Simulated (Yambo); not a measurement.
Si in Yambo: convergence with bands in self energy

Si:

```
CELL_PARAMETERS angstrom
0.00000 2.72185 2.72185
2.72185 0.00000 2.72185
2.72185 2.72185 0.00000
ATOMIC_POSITIONS crystal
Si 0.50000 0.50000 0.50000
Si 0.75000 0.75000 0.75000
```

| Property | Result |
| --- | --- |
| Program | Yambo 5.3.0 |
| Task | G0W0 quasiparticle levels |
| Functional | LDA |
| Potentials or basis | PseudoDojo 0.4.1 SR LDA standard |
| Cutoff | 435 eV |
| Density cutoff | 1742 eV |
| k mesh | 6 × 6 × 6 |
| Occupations | fixed |
| Spin | no spin polarisation |
| k mesh of the self-consistent run | 8 × 8 × 8 |
| Form of the LDA | PW92 |
| Random integration of the Coulomb term | yes |
| Direction of the field or of q to 0 | x + y + z |
| Broadening | 0.1 eV |
| States corrected | Γ and the k points of the band edges |
| Frequency dependence of W | plasmon pole |
| Terminator of the band sum in the self-energy | none |
| Quasiparticle equation | linearised (Newton) |
| Imaginary frequency of the plasmon-pole fit | 27.2114 eV |
| Bands in the response | 154 |
| Bands in the self-energy | 24 |
| Cutoff of the response matrix | 8 Ry |
| Cutoff of exchange and Vxc | 32 Ry |
| Bands corrected (first, last) | [4, 6] |

These are the settings of the first run; the series varies bands in self energy, with any setting tied to it.

| bands in self energy | quasiparticle gap at the points computed (eV) |
| --- | --- |
| 24 | 1.125 |
| 44 | 1.179 |
| 84 | 1.226 |
| 154 | 1.243 |

Against the tightest run, the quasiparticle gap at the points computed stays within 0.05 eV from 84 on. The tightest run that finished is the yardstick and may itself not be fully converged.

Caveat, for the tightest run too: this k mesh misses the band edges, so its gaps are larger than the crystal's; this version prints the column dSc/dw multiplied by 27.2; the quasiparticle gap listed is the Kohn-Sham gap on the denser mesh of the self-consistent run plus the correction found on the GW mesh, so it differs from the gap in the log.
